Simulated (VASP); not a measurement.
Input of a VASP 6.6.1 run:

Contents of INCAR:

```
SYSTEM = MgO
  ALGO = Normal
  EDIFF = 1E-7
  ENCUT = 520
  GGA = PE
  ISIF = 2
  ISMEAR = 0
  LASPH = .TRUE.
  LCHARG = .FALSE.
  LREAL = .FALSE.
  LWAVE = .FALSE.
  NBANDS = 16
  NELM = 100
  PREC = Accurate
  SIGMA = 0.05
```

The input KPOINTS:

```
k-points
0
G
  9 9 6
  0 0 0
```

The input POSCAR:

```
MgO
1.0
    3.2043501923      0.0000000000      0.0000000000
   -1.6021750962      2.7750486692      0.0000000000
    0.0000000000      0.0000000000      5.3097698531
Mg O
2 2
Direct
    0.3333333333      0.6666666667      0.0021597400
    0.6666666667      0.3333333333      0.5021597400
    0.3333333333      0.6666666667      0.4024402600
    0.6666666667      0.3333333333      0.9024402600
```

Potentials or basis: VASP PAW PBE potentials, release 64 (Mg, O).

Run with:

```sh
$ cat potpaw_PBE.64/Mg/POTCAR potpaw_PBE.64/O/POTCAR > POTCAR
$ mpirun -np 1 vasp_std > vasp.out
```

Problem. What does it give for the pressure?

Solution. 5.8 GPa.

Problem. Estimate the band gap on the k mesh.

Solution. 3.62 eV, direct.

Problem. Estimate the largest force.

Solution. 0.763 eV/Å.

Forces in eV/Å, atoms in the order of the input:
```
Mg   0.000  0.000  0.763
Mg   0.000  0.000  0.763
O    0.000  0.000 -0.763
O    0.000  0.000 -0.763
```

Caveat: an odd mesh through Γ misses points on the zone boundary, where band edges often lie. As with any semilocal functional, this PBE gap is likely too small.
